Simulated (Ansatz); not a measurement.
Reaction (β-hydride elimination): `CC(C)[O][AlH][O]C(C)C` → `CC(C)[O][AlH2]` + `CC(C)=O`

Gas-phase electronic energies from Ansatz, PBE0-D4/def2-TZVP geometries. CBS: MP2 limit from def2 TZ/QZ plus the TZ coupled-cluster correction, frozen cores. Functionals use def2-TZVPP. Each species was taken in one conformer, which may not be the lowest.

`CC(C)[O][AlH][O]C(C)C`:

Z-matrix (Å, degrees):
```
C
C 1 1.516
H 1 1.093 2 111.0
H 1 1.092 2 110.7 3 -120.3
H 1 1.093 2 110.0 3 120.2
O 2 1.406 1 109.3 3 179.9
C 2 1.516 1 111.9 3 -59.0
H 2 1.101 1 108.3 3 60.3
Al 6 1.683 2 137.6 1 -113.5
H 7 1.093 2 111.0 1 59.2
H 7 1.093 2 110.0 1 -61.0
H 7 1.092 2 110.6 1 179.5
O 9 1.683 6 123.0 2 -0.8
H 9 1.566 6 118.5 2 179.7
C 13 1.406 9 138.6 6 4.3
C 15 1.516 13 108.7 9 -165.7
C 15 1.518 13 110.3 9 71.3
H 15 1.101 13 109.3 9 -47.7
H 16 1.091 15 110.4 13 57.5
H 16 1.093 15 111.0 13 178.0
H 16 1.093 15 110.0 13 -61.8
H 17 1.093 15 110.0 13 59.8
H 17 1.093 15 110.9 13 -60.0
H 17 1.093 15 111.1 13 179.9
```

`CC(C)[O][AlH2]`:

Cartesian coordinates in Å:
```
C -0.946 1.374 -0.486
C -0.562 -0.091 -0.405
C 0.735 -0.376 -1.137
O -0.505 -0.479 0.942
Al 0.556 -1.045 2.117
H -1.871 1.554 0.064
H -0.160 1.997 -0.049
H -1.091 1.683 -1.524
H -1.362 -0.681 -0.875
H 0.997 -1.435 -1.075
H 1.558 0.204 -0.707
H 0.649 -0.109 -2.193
H -0.074 -1.256 3.549
H 2.076 -1.342 1.779
```

`CC(C)=O`:

```xyz
10

C    -0.663   -1.103    0.060
C     0.185    0.011    0.613
C     0.575    1.098   -0.354
O     0.533    0.032    1.768
H    -1.552   -0.702   -0.435
H    -0.100   -1.653   -0.700
H    -0.956   -1.783    0.858
H    -0.320    1.627   -0.695
H     1.252    1.802    0.127
H     1.047    0.671   -1.242
```

CCSD(T)/CBS gives +214.3 kJ/mol.

Question: Another level gave +179.0 kJ/mol. Which?
A. PBE-QIDH/def2-TZVPP
B. HF/def2-TZVPP
C. revPBE-D4/def2-TZVPP
D. PBE0/def2-TZVPP

Answer: B. HF/def2-TZVPP 179.0, revPBE-D4 189.4, PBE0 198.8, PBE-QIDH 216.7 kJ/mol.

Largest T1 diagnostic among the species: 0.013.

From PBE to PBE0 (25 % exact exchange), in def2-TZVPP and without D4, ΔE moves by +14.8 kJ/mol. The D4 term adds +19.1 kJ/mol with B3LYP and +11.7 kJ/mol with PBE0; it sums over pairs of atoms, weighted by their polarisabilities, and B3LYP, whose exchange is more repulsive, gets the larger term.

CCSD(T)/CBS has its own doubt, a few kJ/mol and more with outer-core shells, so smaller differences from it don't rank the levels.

B3LYP here is the variant with VWN-RPA as its local correlation; programs differ in this.
